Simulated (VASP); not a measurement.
# W (Im-3m) in VASP: a series of runs

Runs on W. Level: PBEsol. Tasks: single point.

Everything below comes from runs of VASP 6.6.1. Logs are shortened: lines on timing, memory, paths and dates and some standing lists are left out, and cuts for length are marked.

## 1. The structure

It takes space group Im-3m (No. 229, cubic). Conventional cell: a = 3.157 Å, b = 3.157 Å, c = 3.157 Å, α = 90.00°, β = 90.00°, γ = 90.00°. Around W (site symmetry m-3m) lie 8 W at 2.73 Å.

## 2. Single point, PBEsol

INCAR reads:

```
SYSTEM = W
PREC = Accurate
ENCUT = 700
EDIFF = 1E-6
ISMEAR = 0
SIGMA = 0.1
LREAL = .False.
LASPH = .True.
NELM = 60
ALGO = Fast
ISIF = 2
LWAVE = .False.
LCHARG = .False.
GGA = PS
```

KPOINTS reads:

```
regular mesh
0
Gamma
  18 18 18
  0 0 0
```

POSCAR reads:

```
W
1.0
   -1.5782900000      1.5782900000      1.5782900000
    1.5782900000     -1.5782900000      1.5782900000
    1.5782900000      1.5782900000     -1.5782900000
W
1
Direct
    0.0000000000      0.0000000000      0.0000000000
```

Potentials or basis: VASP PAW PBE potentials, release 64 (W_sv).

Started as:

```sh
> cat potpaw_PBE.64/W_sv/POTCAR > POTCAR
> mpirun -np 1 vasp_std > vasp.out
```

OUTCAR:

```text
SYSTEM = W
   PREC = Accurate
   ENCUT = 700
   EDIFF = 1E-6
   ISMEAR = 0
   LREAL = .False.
   LASPH = .True.
   NELM = 60
   ISIF = 2
   GGA = PS

 ion  position               nearest neighbor table
   1  0.000  0.000  0.000-

  LATTYP: Found a body centered cubic cell.
 ALAT       =     3.1565800000

  Lattice vectors:

 A1 = (  -1.5782900000,   1.5782900000,   1.5782900000)
 A2 = (   1.5782900000,  -1.5782900000,   1.5782900000)
 A3 = (   1.5782900000,   1.5782900000,  -1.5782900000)

Analysis of symmetry for initial positions (statically):
=====================================================================
 Subroutine PRICEL returns:
 Original cell was already a primitive cell.

 Routine SETGRP: Setting up the symmetry group for a
 body centered cubic supercell.

 Subroutine GETGRP returns: Found 48 space group operations
 (whereof 48 operations were pure point group operations)
 out of a pool of 48 trial point group operations.

The static configuration has the point symmetry O_h .

Analysis of symmetry for dynamics (positions and initial velocities):
=====================================================================
 Subroutine PRICEL returns:
 Original cell was already a primitive cell.

 Routine SETGRP: Setting up the symmetry group for a
 body centered cubic supercell.

 Subroutine GETGRP returns: Found 48 space group operations
 (whereof 48 operations were pure point group operations)
 out of a pool of 48 trial point group operations.

The dynamic configuration has the point symmetry O_h .

 Subroutine INISYM returns: Found 48 space group operations
 (whereof 48 operations are pure point group operations),
 and found     1 'primitive' translations

----------------------------------------------------------------------------------------

                                     Primitive cell

  volume of cell :      15.7261

  direct lattice vectors                    reciprocal lattice vectors
    -1.578290000  1.578290000  1.578290000     0.000000000  0.316798560  0.316798560
     1.578290000 -1.578290000  1.578290000     0.316798560  0.000000000  0.316798560
     1.578290000  1.578290000 -1.578290000     0.316798560  0.316798560  0.000000000

  length of vectors
     2.733678469  2.733678469  2.733678469     0.448020821  0.448020821  0.448020821

  position of ions in fractional coordinates (direct lattice)
     0.000000000  0.000000000  0.000000000

  ion indices of the primitive-cell ions
   primitive index   ion index
                 1           1

----------------------------------------------------------------------------------------

 KPOINTS: regular mesh

Automatic generation of k-mesh.
 Grid dimensions read from file:
 generate k-points for:   18   18   18

 Generating k-lattice:

  Cartesian coordinates                     Fractional coordinates (reciprocal lattice)
     0.000000000  0.017599920  0.017599920     0.055555556  0.000000000  0.000000000
     0.017599920  0.000000000  0.017599920     0.000000000  0.055555556  0.000000000
     0.017599920  0.017599920  0.000000000     0.000000000  0.000000000  0.055555556

  Length of vectors
     0.024890046  0.024890046  0.024890046

  Shift w.r.t. Gamma in fractional coordinates (k-lattice)
     0.000000000  0.000000000  0.000000000

 Subroutine IBZKPT returns following result:
 ===========================================

 Found    195 irreducible k-points:

 Following reciprocal coordinates:
            Coordinates               Weight
  0.000000  0.000000  0.000000      1.000000
  0.055556  0.000000  0.000000     12.000000
  0.111111  0.000000  0.000000     12.000000
  0.166667  0.000000  0.000000     12.000000
  0.222222  0.000000  0.000000     12.000000
  0.277778  0.000000  0.000000     12.000000
[... 16 lines left out ...]
  0.333333  0.111111 -0.000000     48.000000
  0.388889  0.111111  0.000000     48.000000
 [... further k-points ...]
   k-points           NKPTS =    195   k-points in BZ     NKDIM =    195   number of bands    NBANDS=     11
   number of dos      NEDOS =    301   number of ions     NIONS =      1
   total plane-waves  NPLWV =  13824
   dimension x,y,z NGX =    24 NGY =   24 NGZ =   24
   dimension x,y,z NGXF=    48 NGYF=   48 NGZF=   48
   ions per type =               1
   NGX,Y,Z   is equivalent  to a cutoff of  14.60, 14.60, 14.60 a.u.
   NGXF,Y,Z  is equivalent  to a cutoff of  29.19, 29.19, 29.19 a.u.
 SYSTEM =  W
   PREC   = accura    normal or accurate (medium, high low for compatibility)
   ISTART =      0    job   : 0-new  1-cont  2-samecut
   ICHARG =      2    charge: 1-file 2-atom 10-const
   ISPIN  =      1    spin polarized calculation?
   LNONCOLLINEAR =      F non collinear calculations
   LSORBIT =      F    spin-orbit coupling
   LASPH  =      T    aspherical Exc in radial PAW
   ENCUT  =  700.0 eV  51.45 Ry    7.17 a.u.   5.90  5.90  5.90*2*pi/ulx,y,z
   NELM   =     60;   NELMIN=  2; NELMDL= -5     # of ELM steps
   EDIFF  = 0.1E-05   stopping-criterion for ELM
   LREAL  =      F    real-space projection
   EDIFFG = 0.1E-04   stopping-criterion for IOM
   NSW    =      0    number of steps for IOM
   IBRION =     -1    ionic relax: 0-MD 1-quasi-New 2-CG
   NFREE  =      0    steps in history (QN), initial steepest desc. (CG)
   ISIF   =      2    stress and relaxation
   ISYM   =      2    0-nonsym 1-usesym 2-fastsym
   POTIM  = 0.5000    time-step for ionic-motion
   TEBEG  =    0.0;   TEEND  =   0.0 temperature during run
   PSTRESS=    0.0 pullay stress
   NELECT =      14.0000    total number of electrons
   NUPDOWN=      -1.0000    fix difference up-down
   EMIN   =  10.00;   EMAX   =-10.00  energy-range for DOS
   EFERMI =   0.00;   METHOD = LEGACY
   ISMEAR =     0;   SIGMA  =   0.10  broadening in eV -4-tet -1-fermi 0-gaus
   EFERMI_NEDOS =   21; number of points for ismear=-14 and -15
   IALGO  =     68    algorithm
   IMIX   =      4    mixing-type and parameters
     AMIX     =   0.40;   BMIX     =  1.00
     AMIX_MAG =   1.60;   BMIX_MAG =  1.00
  volume/ion in A,a.u.               =      15.73       106.12
  Fermi-wavevector in a.u.,A,eV,Ry     =   1.574868  2.976068 33.745277  2.480208
  Thomas-Fermi vector in A             =   2.675937
   LORBIT       =      0    0 simple, 1 ext, 2 COOP (PROOUT), +10 PAW based schemes
   GGA     = PS    functional components
   LHFCALC =     F    Hartree Fock is set to
   AEXX    =    0.0000 exact exchange contribution
   IVDW    =     0    specifies the selected vdW correction
   LEPSILON=     F    determine dielectric tensor
   LRPA    =     F    only Hartree local field effects (RPA)
 non-spin polarized calculation
 RMM-DIIS sequential band-by-band and
 Gauss-broadening in eV      SIGMA  =   0.10
  energy-cutoff  :      700.00
  volume of cell :       15.73
 maximum number of plane-waves:       682
   NGX = 11   NGY = 11   NGZ = 11

 number of electron      14.0000001 magnetization

 Free energy of the ion-electron system (eV)
  ---------------------------------------------------
  ext. energy  EPLUGINS =         0.00000000
  ---------------------------------------------------
  free energy    TOTEN  =       -13.80176735 eV

  energy without entropy =      -13.79832759  energy(sigma->0) =      -13.80004747

 E-fermi :  11.3819     XC(G=0): -13.8057

 val. band max:       11.3733290145   @ k =  -0.1667   0.1667   0.0556
 cond. band min:      11.3826177266   @ k =  -0.2778   0.3333   0.2222
 fundamental gap:      0.0092887121
 Fermi energy:        11.3819277691

 k-point     1 :       0.0000    0.0000    0.0000
  band No.  band energies     occupation
      1     -62.7443      2.00000
      2     -26.2902      2.00000
      3     -26.2902      2.00000
      4     -26.2902      2.00000
      5       1.6928      2.00000
      6      10.1426      2.00000
      7      10.1426      2.00000
      8      10.1426      2.00000
      9      13.6451      0.00000
     10      13.6451      0.00000
     11      25.9497      0.00000

 k-point     2 :       0.0556    0.0000    0.0000
  band No.  band energies     occupation
      1     -62.7401      2.00000
      2     -26.3337      2.00000
      3     -26.3037      2.00000
      4     -26.2904      2.00000
      5       1.8446      2.00000
      6      10.0497      2.00000
      7      10.1221      2.00000
      8      10.2889      2.00000
      9      13.4945      0.00000
     10      13.6458      0.00000
     11      26.0855      0.00000

 k-point     3 :       0.1111    0.0000    0.0000
  band No.  band energies     occupation
      1     -62.7281      2.00000
      2     -26.4575      2.00000
      3     -26.3424      2.00000
      4     -26.2910      2.00000
      5       2.2827      2.00000
      6       9.7932      2.00000
      7      10.0327      2.00000
      8      10.7230      2.00000
      9      13.1733      0.00000
     10      13.6554      0.00000
     11      26.4118      0.00000

 k-point     4 :       0.1667    0.0000    0.0000
  band No.  band energies     occupation
      1     -62.7096      2.00000
      2     -26.6435      2.00000
      3     -26.4012      2.00000
      4     -26.2921      2.00000
      5       2.9515      2.00000
      6       9.4277      2.00000
      7       9.8309      2.00000
      8      11.4303      0.49432
      9      12.9404      0.00000
     10      13.6924      0.00000
     11      26.7082      0.00000

 k-point     5 :       0.2222    0.0000    0.0000
  band No.  band energies     occupation
      1     -62.6869      2.00000
      2     -26.8659      2.00000
      3     -26.4725      2.00000
      4     -26.2934      2.00000
      5       3.7423      2.00000
      6       9.0168      2.00000
      7       9.5837      2.00000
      8      12.3846      0.00000
      9      12.9414      0.00000
     10      13.7757      0.00000
     11      26.5454      0.00000
[... 211 lines left out ...]
 k-point    21 :       0.2222    0.1111   -0.0000
  band No.  band energies     occupation
      1     -62.6552      2.00000
      2     -27.1262      2.00000
      3     -26.5603      2.00000
      4     -26.3488      2.00000
      5       4.8641      2.00000
      6       8.6289      2.00000
      7       9.1135      2.00000
      8      12.7553      0.00000
      9      14.1645      0.00000
     10      14.2822      0.00000
     11      25.9366      0.00000

 k-point    22 :       0.2778    0.1111   -0.0000
  band No.  band energies     occupation
      1     -62.6336      2.00000
      2     -27.3042      2.00000
      3     -26.6440      2.00000
      4     -26.3526      2.00000
      5       5.3506      2.00000
      6       8.3101      2.00000
      7       9.3964      2.00000
      8      13.0515      0.00000
      9      14.3887      0.00000
     10      15.5267      0.00000
     11      24.7063      0.00000

 k-point    23 :       0.3333    0.1111   -0.0000
  band No.  band energies     occupation
      1     -62.6161      2.00000
      2     -27.4458      2.00000
      3     -26.7127      2.00000
      4     -26.3552      2.00000
      5       5.5049      2.00000
      6       8.0771      2.00000
      7      10.0748      2.00000
      8      13.3417      0.00000
      9      14.5353      0.00000
     10      16.8444      0.00000
     11      23.5320      0.00000

 k-point    24 :       0.3889    0.1111    0.0000
  band No.  band energies     occupation
      1     -62.6046      2.00000
      2     -27.5367      2.00000
      3     -26.7576      2.00000
      4     -26.3568      2.00000
      5       5.4950      2.00000
      6       7.9342      2.00000
      7      10.8184      2.00000
      8      13.4255      0.00000
      9      14.7725      0.00000
     10      17.9062      0.00000
     11      22.4172      0.00000

 [... further k-points ...]

------------------------ aborting loop because EDIFF is reached ----------------------------------------

  FORCE on cell =-STRESS in cart. coord.  units (eV):
  Direction    XX          YY          ZZ          XY          YZ          ZX
  --------------------------------------------------------------------------------------
  -------------------------------------------------------------------------------------
  Total        0.0110056      0.0110056      0.0110056      0.0000000      0.0000000      0.0000000
  in kB        1.1212510      1.1212510      1.1212510      0.0000000      0.0000000      0.0000000
  external PRESSURE =       1.1212510 kB  Pullay stress =       0.0000000 kB

 VOLUME and BASIS-vectors are now :
 -----------------------------------------------------------------------------
  energy-cutoff  :      700.00
  volume of cell :       15.73
      direct lattice vectors                 reciprocal lattice vectors
    -1.578290000  1.578290000  1.578290000     0.000000000  0.316798560  0.316798560
     1.578290000 -1.578290000  1.578290000     0.316798560  0.000000000  0.316798560
     1.578290000  1.578290000 -1.578290000     0.316798560  0.316798560  0.000000000

 POSITION                                       TOTAL-FORCE (eV/Angst)
 -----------------------------------------------------------------------------------
      0.00000      0.00000      0.00000        -0.000000      0.000000      0.000000
 -----------------------------------------------------------------------------------
    total drift:                                0.000000      0.000000      0.000000

  FREE ENERGIE OF THE ION-ELECTRON SYSTEM (eV)
  ---------------------------------------------------
  free  energy   TOTEN  =       -13.8017673453 eV

  energy  without entropy=      -13.7983275908  energy(sigma->0) =      -13.80004747
```

It took 18 s on 1 thread of Intel Xeon Platinum 8559C (Emerald Rapids), shared host; peak memory 0.18 GiB.

What came out:

- Free energy: -13.8018 eV
- Pressure: 0.1 GPa
- Band gap on the k mesh: none (metal or under the smearing width)

Caveat: the PAW data sets were made with another functional, which shifts forces and pressure a little. Spin-orbit coupling is left out, which matters for the levels of W.

## 3. Single point, PBEsol

Edit INCAR of step 2 so:

```diff
@@ -2,3 +2,3 @@
 PREC = Accurate
-ENCUT = 700
+ENCUT = 520
 EDIFF = 1E-6
```

KPOINTS reads:

```
regular mesh
0
Gamma
  28 28 28
  0 0 0
```

POSCAR is that of step 2.

Potentials or basis: VASP PAW PBE potentials, release 64 (W_sv).

Started as:

```sh
> cat potpaw_PBE.64/W_sv/POTCAR > POTCAR
> mpirun -np 1 vasp_std > vasp.out
```

Wall time 43 s (1 thread of Intel Xeon Platinum 8559C (Emerald Rapids), shared host); peak memory 0.21 GiB.

Results (log left out):

```yaml
Free_energy: -13.8059 eV
Pressure: -0.1 GPa
Band_gap_on_the_k_mesh: none (metal or under the smearing width)
```

Levels at points of the mesh, in eV from the Fermi level:
| k point | band 4 | band 5 | band 6 | band 7 | band 8 | band 9 | band 10 | band 11 |
| --- | --- | --- | --- | --- | --- | --- | --- | --- |
| (0.00, 0.00, 0.00) | -37.72 | -9.74 | -1.29 | -1.29 | -1.29 | 2.21 | 2.21 | 14.52 |
| (0.50, 0.00, 0.00) | -37.73 | -6.39 | -3.66 | 0.68 | 2.11 | 3.10 | 6.20 | 11.48 |
| (0.50, 0.50, 0.50) | -38.65 | -5.96 | -5.96 | 5.19 | 5.19 | 5.19 | 8.27 | 8.27 |

Caveat: the PAW data sets were made with another functional, which shifts forces and pressure a little. Spin-orbit coupling is left out, which matters for the levels of W.
